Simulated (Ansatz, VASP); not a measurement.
**Two plane-wave programs on Br**

```
CELL_PARAMETERS angstrom
3.74184 0.00000 0.00000
-1.87092 3.24053 0.00000
0.00000 0.00000 4.27816
ATOMIC_POSITIONS crystal
Br 0.33333 0.66667 0.25000
Br 0.66667 0.33333 0.75000
```

Change from the starting cell: volume scaled by 1, PAW files.

Alike in both runs: task single point; functional PBEsol; k mesh 14 × 14 × 8; occupations fermi-dirac, width 0.1 eV; no spin polarisation.

```csv
,VASP,Ansatz
version,VASP 6.6.1,Ansatz 0.2.0
potentials or method,"VASP PAW PBE potentials, release 64 (Br)","PAW with Ansatz's default frozen-core files, scalar-relativistic"
plane-wave cutoff (eV),520,420
valence electrons in the cell,14,14
```

|  | VASP | Ansatz | Ansatz less VASP |
| --- | --- | --- | --- |
| pressure (GPa) | 0.0 | 0.0 | -0.03 |

The functional is the same, so the differences come from potentials, cutoffs and numerics.

Caveats: the PAW data sets were made with another functional, which shifts forces and pressure a little (VASP).
